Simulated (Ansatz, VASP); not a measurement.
## Two plane-wave programs on SnO (Romarchite)

INCAR

```
PREC = Accurate
ENCUT = 520
EDIFF = 1E-6
ISMEAR = -1
SIGMA = 0.05
LREAL = False
LASPH = True
NELM = 80
ALGO = Normal
ISIF = 2
LWAVE = False
LCHARG = False
GGA = PE
NBANDS = 28
```

The input KPOINTS:

```
Automatic mesh
0
Gamma
  6 6 4
```

POSCAR

```
SnO
1.0
    3.7731052721      0.0000000000      0.0000000000
    0.0000000000      3.7731052721      0.0000000000
    0.0000000000      0.0000000000      4.8083104305
Sn O
2 2
Direct
    0.5000000000      0.0000000000      0.2369000000
    0.0000000000      0.5000000000      0.7631000000
    0.0000000000      0.0000000000      0.0000000000
    0.5000000000      0.5000000000      0.0000000000
```

Input for Ansatz:

```yaml
crystal:
  lattice:
    - [3.77310527209749, 0.0, 0.0]
    - [0.0, 3.77310527209749, 0.0]
    - [0.0, 0.0, 4.8083104304663635]
  atoms:
    - { symbol: Sn, position: [0.5, 0.0, 0.2369] }
    - { symbol: Sn, position: [0.0, 0.5, 0.7631] }
    - { symbol: O, position: [0.0, 0.0, 0.0] }
    - { symbol: O, position: [0.5, 0.5, 0.0] }
basis:
  ecutwfc: 420.0
kpoints:
  mp_grid:
    grid: [6, 6, 4]
hamiltonian:
  xc: pbe
  pseudopotentials:
    kind: paw
scf:
  occupations:
    method: fermi_dirac
    width: 0.05
output:
  stress: true
```

Alike in both runs: task single point; functional PBE; k mesh 6 × 6 × 4; occupations fermi-dirac, width 0.05 eV; no spin polarisation.

|  | VASP | Ansatz |
| --- | --- | --- |
| version | VASP 6.6.1 | Ansatz 0.2.0 |
| potentials or method | VASP PAW PBE potentials, release 64 (Sn_d, O) | plane waves, PAW |
| plane-wave cutoff (eV) | 520 | 420 |
| valence electrons in the cell | 40 | 40 |

|  | VASP | Ansatz | Ansatz less VASP |
| --- | --- | --- | --- |
| pressure (GPa) | 7.2 | 6.9 | -0.27 |
| largest component of the traceless stress (GPa) | 1.03 | 1.03 | +0.008 |

With one functional, cell and mesh, what is left measures potentials, basis and numerics.
